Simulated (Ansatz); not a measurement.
Born–Oppenheimer molecular dynamics of a periodic cell of 16 atoms, WC (start crystal WC, start structure P-6m2, volume 1.15 times the crystal's). It starts from a structure without forces on its atoms.

These are results of DFT PBE-D3(BJ), scalar-relativistic, plane waves, PAW (Ansatz), not measurements. Settings: PAW set soft_1, cutoff 420 eV, k mesh 2x2x2, fermi-dirac smearing 0.36 eV, no spin polarisation.

```yaml
ensemble: NVT, Langevin thermostat
time_step: 1.12 fs
steps_asked: 190
set_temperature: 4200 K
friction: 0.005 /fs
seed: 24421
```

First frame:

```xyz
16
Lattice="-2.9803 -5.1620 0.0000 4.4704 -2.5810 0.0000 0.0000 0.0000 5.8542" Properties=species:S:1:pos:R:3
W 0.000 -5.162 0.000
C 1.490 -4.302 1.464
W 0.000 -5.162 2.927
C 1.490 -4.302 4.391
W -1.490 -2.581 0.000
C 0.000 -1.721 1.464
W -1.490 -2.581 2.927
C 0.000 -1.721 4.391
W 1.490 -2.581 0.000
C 2.980 -1.721 1.464
W 1.490 -2.581 2.927
C 2.980 -1.721 4.391
W 0.000 0.000 0.000
C -1.490 -4.302 1.464
W 0.000 0.000 2.927
C -1.490 -4.302 4.391
```

Problem. What does the run give?

Solution. The run went to its last step.

```json
{
  "steps done": "190",
  "time covered": "212.8 fs",
  "mean temperature over the second half": "3130 K",
  "spread of the potential energy over the second half": "49.9 meV per atom",
  "mean potential energy of the second half above the start": "431.2 meV per atom"
}
```

The mean temperature of the second half is 25 % below the set value. A run of 0.21 ps of so small a system gives no equilibrium averages. Limits of this set-up: coarse k mesh.

Problem. What happens to the structure?

Solution. Mean squared displacements from the first frame to the last, about the centre of mass: W 0.05 Å², C 0.06 Å². The details hang on the random start.

Problem. How do temperature and energy run in time?

Solution. 
```json
{"time (fs)": "0.0", "T (K)": "3938", "potential energy less start (eV)": "0.000"}
{"time (fs)": "10.1", "T (K)": "2150", "potential energy less start (eV)": "3.243"}
{"time (fs)": "20.2", "T (K)": "1389", "potential energy less start (eV)": "5.088"}
{"time (fs)": "30.2", "T (K)": "2001", "potential energy less start (eV)": "4.052"}
{"time (fs)": "40.3", "T (K)": "1885", "potential energy less start (eV)": "5.148"}
{"time (fs)": "50.4", "T (K)": "1520", "potential energy less start (eV)": "6.392"}
{"time (fs)": "60.5", "T (K)": "2367", "potential energy less start (eV)": "5.091"}
{"time (fs)": "70.6", "T (K)": "3304", "potential energy less start (eV)": "4.077"}
{"time (fs)": "80.6", "T (K)": "3695", "potential energy less start (eV)": "4.376"}
{"time (fs)": "90.7", "T (K)": "3408", "potential energy less start (eV)": "5.135"}
{"time (fs)": "100.8", "T (K)": "3576", "potential energy less start (eV)": "4.111"}
{"time (fs)": "110.9", "T (K)": "2686", "potential energy less start (eV)": "6.644"}
{"time (fs)": "121.0", "T (K)": "2058", "potential energy less start (eV)": "8.087"}
{"time (fs)": "131.0", "T (K)": "2891", "potential energy less start (eV)": "7.292"}
{"time (fs)": "141.1", "T (K)": "2950", "potential energy less start (eV)": "7.485"}
{"time (fs)": "151.2", "T (K)": "3359", "potential energy less start (eV)": "6.025"}
{"time (fs)": "161.3", "T (K)": "3588", "potential energy less start (eV)": "5.551"}
{"time (fs)": "171.4", "T (K)": "3347", "potential energy less start (eV)": "6.195"}
{"time (fs)": "181.4", "T (K)": "3527", "potential energy less start (eV)": "7.305"}
{"time (fs)": "191.5", "T (K)": "3423", "potential energy less start (eV)": "7.351"}
{"time (fs)": "201.6", "T (K)": "3075", "potential energy less start (eV)": "7.570"}
{"time (fs)": "211.7", "T (K)": "3423", "potential energy less start (eV)": "6.594"}
```

The run took 19 min on 1 thread of Arm Neoverse V1, on a shared host, peak memory 0.54 GiB.
